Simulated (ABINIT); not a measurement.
**Si: single point with PBEsol**

Si:

```
Si
1.0
     0.00000    2.72185    2.72185
     2.72185    0.00000    2.72185
     2.72185    2.72185    0.00000
Si
2
Direct
  0.50000 0.50000 0.50000
  0.75000 0.75000 0.75000
```

```yaml
Program: ABINIT 10.8.3 (patched build)
Task: single point
Functional: PBEsol
Potentials_or_basis: JTH PAW PBE v2.0
Cutoff: 299 eV
k_mesh: 6 × 6 × 6
Occupations: fermi-dirac, width 0.05 eV
Spin: no spin polarisation
Fine-grid_cutoff: 598.65 eV
Exchange_and_correlation_inside_the_PAW_spheres: full angular mesh (pawxcdev 0, this build's default; the released program takes 1)
```

```yaml
Pressure: -0.5 GPa
Band_gap_on_the_k_mesh: 0.61 eV, indirect (least direct gap 2.52 eV)
Valence_electrons_inside_the_program's_atomic_spheres: Si 1.54 (radii [1.0104] Å)
```

Levels at points of the mesh, in eV from the valence-band top:
```csv
k point,band 1,band 2,band 3,band 4,band 5,band 6,band 7,band 8
"(0.00, 0.00, 0.00)",-11.96,0.00,0.00,0.00,2.52,2.52,2.52,3.22
"(0.50, 0.00, 0.00)",-9.63,-7.00,-1.21,-1.21,1.44,3.30,3.30,7.50
"(0.50, 0.50, 0.00)",-7.82,-7.82,-2.87,-2.87,0.61,0.61,10.03,10.03
```

Wall time 7.6 s on 1 thread of Intel(R) Xeon(R) Processor @ 2.70GHz, on a shared host, peak memory 0.08 GiB.

Caveat: the PAW data sets were made with another functional, which shifts forces and pressure a little. A hybrid or GW would open this gap; PBEsol tends to underestimate it.
